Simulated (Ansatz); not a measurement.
Molecular dynamics on a 2×2×2 supercell (16 atoms) of GaN (zincblende), relaxed with r2SCAN. Forces come from r2SCAN in Ansatz: a Nosé-Hoover thermostat at fixed volume, 800 K, steps of 1.5 fs. Classical nuclei, no spin polarisation; a few dozen steps show the first response, not equilibrium.

```yaml
crystal:
  lattice:
    - [0.0, 4.4979050831, 4.4979050831]
    - [4.4979050831, 0.0, 4.4979050831]
    - [4.4979050831, 4.4979050831, 0.0]
  atoms:
    - { symbol: Ga, position: [0.0, 0.0, 0.0] }
    - { symbol: "N", position: [0.125, 0.125, 0.125] }
    - { symbol: Ga, position: [0.0, 0.0, 0.5] }
    - { symbol: "N", position: [0.125, 0.125, 0.625] }
    - { symbol: Ga, position: [0.0, 0.5, 0.0] }
    - { symbol: "N", position: [0.125, 0.625, 0.125] }
    - { symbol: Ga, position: [0.0, 0.5, 0.5] }
    - { symbol: "N", position: [0.125, 0.625, 0.625] }
    - { symbol: Ga, position: [0.5, 0.0, 0.0] }
    - { symbol: "N", position: [0.625, 0.125, 0.125] }
    - { symbol: Ga, position: [0.5, 0.0, 0.5] }
    - { symbol: "N", position: [0.625, 0.125, 0.625] }
    - { symbol: Ga, position: [0.5, 0.5, 0.0] }
    - { symbol: "N", position: [0.625, 0.625, 0.125] }
    - { symbol: Ga, position: [0.5, 0.5, 0.5] }
    - { symbol: "N", position: [0.625, 0.625, 0.625] }
kpoints:
  mp_grid: { grid: [4, 4, 4] }
hamiltonian:
  xc: r2scan
scf:
  occupations: { method: fermi_dirac, width: 0.069 }
md:
  ensemble: nvt_nose_hoover
  temperature: 800
  timestep: 1.5
  n_steps: 20
  initial_velocities: maxwell_boltzmann
  seed: 5776
```

Run as `ansatz run input.yaml --threads 4 --pin off --max-ram 3686MiB --backend cpu --events-out ev --progress --plain --runs-dir out`. Wall time 7 min on 4 threads of Arm Neoverse V1, with other jobs on the host, load about 0.6 per core; peak host memory 1.7 GiB.

```
step  t (fs)  T (K)  free energy F from step 0 (meV/atom)  kinetic energy (meV/atom)  largest force (eV/Å)
   0       0    800                                   0.0                       96.9                  0.00
   1     1.5    787                                   1.5                       95.4                  0.46
   2       3    751                                   6.0                       91.0                  0.90
   3     4.5    693                                  13.0                       84.0                  1.31
   4       6    621                                  21.9                       75.2                  1.68
   5     7.5    541                                  31.6                       65.6                  1.99
   6       9    464                                  41.1                       56.2                  2.25
   7    10.5    397                                  49.2                       48.1                  2.46
   8      12    348                                  55.2                       42.2                  2.58
   9    13.5    322                                  58.5                       39.0                  2.59
  10      15    319                                  58.8                       38.7                  2.50
  11    16.5    338                                  56.6                       40.9                  2.41
  12      18    372                                  52.4                       45.1                  2.26
  13    19.5    416                                  47.2                       50.4                  2.06
  14      21    461                                  41.8                       55.8                  1.89
  15    22.5    500                                  37.1                       60.6                  1.81
  16      24    528                                  33.9                       64.0                  1.73
  17    25.5    542                                  32.4                       65.6                  1.66
  18      27    538                                  33.0                       65.2                  1.58
  19    28.5    519                                  35.6                       62.8                  1.49
  20      30    485                                  40.0                       58.7                  1.43
```

The temperature starts at 800 K, is lowest at step 10 (319 K, 15 fs) and ends at 485 K. The thermostat hasn't had time to restore it. The atoms start on their lattice sites with kinetic energy alone, so much of it first passes into potential energy. By the last step the atoms have moved 0.11 Å in the root mean square, the drift of the whole cell taken out, 0.17 Å at most.

Positions (Å) and forces (eV/Å) at step 20:
```
Ga  -0.031   0.066   0.083     0.092  -1.083   0.009
N    1.124   1.079   1.255     0.862  -0.143  -0.857
Ga   2.277   2.139   0.072    -0.228   1.181  -0.009
N    3.336   3.387   1.169    -0.106  -0.102   0.048
Ga   2.309  -0.039   2.355     0.481  -0.162  -1.082
N    3.445   1.134   3.376    -0.136   0.516  -0.149
Ga   4.584   2.259   2.183    -0.967   0.601   0.813
N    5.690   3.358   3.430    -0.440  -0.787  -0.488
Ga   0.019   2.250   2.238    -0.357   0.836   0.228
N    1.055   3.394   3.426     0.430   0.071  -0.085
Ga   2.088   4.524   2.251     0.854  -0.458  -0.751
N    3.319   5.651   3.263    -0.380  -0.431   0.784
Ga   2.280   2.246   4.474     0.189   0.797  -0.154
N    3.442   3.369   5.595    -0.716   0.553  -0.244
Ga   4.468   4.539   4.334    -0.148  -0.886   1.108
N    5.560   5.657   5.479     0.569  -0.503   0.831
```
